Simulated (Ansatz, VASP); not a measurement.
Two plane-wave programs on Pt

```
Pt
1.0
     0.00000    2.05579    1.90895
     2.05579    0.00000    1.90895
     2.05579    2.05579    0.00000
Pt
1
Direct
  0.00000 0.00000 0.00000
```

Change from the starting cell: strain +0.050 along x and y, -0.025 along z, atoms carried along.

Alike in both runs: task single point; functional PBEsol; k mesh 20 × 20 × 20; occupations gaussian, width 0.15 eV; no spin polarisation.

|  | VASP | Ansatz |
| --- | --- | --- |
| version | VASP 6.6.1 | Ansatz 0.2.0 |
| potentials or method | VASP PAW PBE potentials, release 64 (Pt) | scalar-relativistic, plane waves, PAW |
| plane-wave cutoff (eV) | 520 | 420 |
| valence electrons in the cell | 10 | 18 |

VASP gave:

* gap on the k mesh at the Fermi level (eV): none
* pressure (GPa): -16.6
* largest component of the traceless stress (GPa): 2.58

Task: What did Ansatz give for the same quantities?

Result: gap on the k mesh at the Fermi level (eV): none; pressure (GPa): -16.3; largest component of the traceless stress (GPa): 2.58.

A gap of «none» marks a metal or a gap that the smearing closes. The two sets of potentials don't hold the same shells in valence.

Caveats: so large a pressure means that the cell lies far from this level's equilibrium, or that cutoff or potentials fall short (VASP); the potentials were made for another functional, which shifts forces and pressure (VASP). Spin-orbit coupling is left out, which matters for the levels of Pt.
